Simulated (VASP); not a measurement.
Wanted: the native input for a VASP 6.6.1 run.

- Task: relaxation of cell and atoms
- Functional: PBEsol
- Potentials or basis: VASP PAW PBE potentials, release 64 (Mg, Sb)
- Cutoff: 600 eV
- k mesh: 9 × 9 × 5
- Occupations: gaussian, width 0.03 eV
- Spin: no spin polarisation
- Further INCAR settings: ALGO = Normal; EDIFF = 1e-06; IBRION = 2; EDIFFG = -0.01; NSW = 90; ISIF = 3

The structure of Mg3Sb2 lies in POSCAR:

```
Mg3Sb2
1.0
    4.5820000000      0.0000000000      0.0000000000
   -2.2910000000      3.9681284001      0.0000000000
    0.0000000000      0.0000000000      7.2440000000
Mg Sb
3 2
Direct
    0.3333333333      0.6666666667      0.6300000000
    0.6666666667      0.3333333333      0.3700000000
    0.0000000000      0.0000000000      0.0000000000
    0.3333333333      0.6666666667      0.2350000000
    0.6666666667      0.3333333333      0.7650000000
```

One way to write it, as run:

INCAR

```
SYSTEM = Mg3Sb2
ALGO = Normal
EDIFF = 1E-6
EDIFFG = -0.01
ENCUT = 600
GGA = PS
IBRION = 2
ISIF = 3
ISMEAR = 0
LASPH = .True.
LCHARG = .False.
LREAL = .False.
LWAVE = .False.
NELM = 80
NSW = 90
PREC = Accurate
SIGMA = 0.03
```

KPOINTS

```
k-points
0
Gamma
  9 9 5
  0 0 0
```

Potentials or basis: VASP PAW PBE potentials, release 64 (Mg, Sb).

The run is started by

```bash
$ cat potpaw_PBE.64/Mg/POTCAR potpaw_PBE.64/Sb/POTCAR > POTCAR
$ mpirun -np 1 vasp_std > vasp.out
```

Results of the run:

* Relaxed volume: 25.78 Å³/atom
* Relaxed cell: a = 4.552 Å, b = 4.552 Å, c = 7.182 Å, α = 90.00°, β = 90.00°, γ = 120.00°
* Space group after relaxing (to 0.05 Å): P-3m1 (No. 164)
* Energy gained by relaxing: 8.7 meV/atom
* Ionic steps: 6
* Pressure after relaxing: 0.1 GPa
* Largest force after relaxing: 0.008 eV/Å
* Band gap on the k mesh: 0.16 eV, indirect (least direct gap 1.09 eV)

Caveat: the PAW data sets were made with another functional, which shifts forces and pressure a little; spin-orbit coupling is left out, which moves the levels of the heavy elements; an odd mesh through Γ misses points on the zone boundary, where band edges often lie.

Wall time 5.2 min on 1 thread of Intel(R) Xeon(R) Platinum 8488C (Sapphire Rapids) (shared host), peak memory 0.38 GiB.
